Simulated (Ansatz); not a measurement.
## Stability checks on a candidate for SnO₂

It was reached by relaxing an invented guess, and it needn't be the stable form of this composition.

Method: DFT PBE, scalar-relativistic, plane waves, PAW (Ansatz). Cutoff 420 eV, Γ-centred 12×12×6 mesh (3-atom cell), Gaussian smearing of 0.02 eV, no spin polarisation.

```cif
data_structure
_symmetry_space_group_name_H-M 'P-3m1'
_symmetry_Int_Tables_number 164
_cell_length_a 3.2278
_cell_length_b 3.2278
_cell_length_c 5.4899
_cell_angle_alpha 90.000
_cell_angle_beta 90.000
_cell_angle_gamma 120.000
_cell_volume 49.53
loop_
_atom_site_label
_atom_site_type_symbol
_atom_site_symmetry_multiplicity
_atom_site_Wyckoff_symbol
_atom_site_fract_x
_atom_site_fract_y
_atom_site_fract_z
_atom_site_occupancy
Sn1 Sn 1 a 0.00000 0.00000 0.00000 1
O1 O 2 d 0.33333 0.66667 0.18429 1
```

The zero of energy is the elements' standard structures at the same level (O₂ as a molecule); no fitted shifts are applied. The references include grey tin.

Q: These tests were run: energy against the elements; phonons on a 3×3×1 q mesh; elastic tensor. What do they show?

A:

```
                       test                         result
energy against the elements                 −1.459 eV/atom
  phonons on a 3×3×1 q mesh  no imaginary mode on the mesh
             elastic tensor         least eigenvalue 0 GPa
```

It fails none of these tests. Other phases of the system weren't compared here, so this isn't yet thermodynamic stability.

Weakly bound directions are ill-defined at this level, which has no dispersion term. The run for the phonons used a 12×12×6 k mesh. The run for the elastic tensor used a 12×12×6 k mesh. Another cell of SnO2 relaxed alike, in P4_2/mnm (a Materials Project cell), lies 153 meV/atom lower, so this cell isn't the stable form at this level.
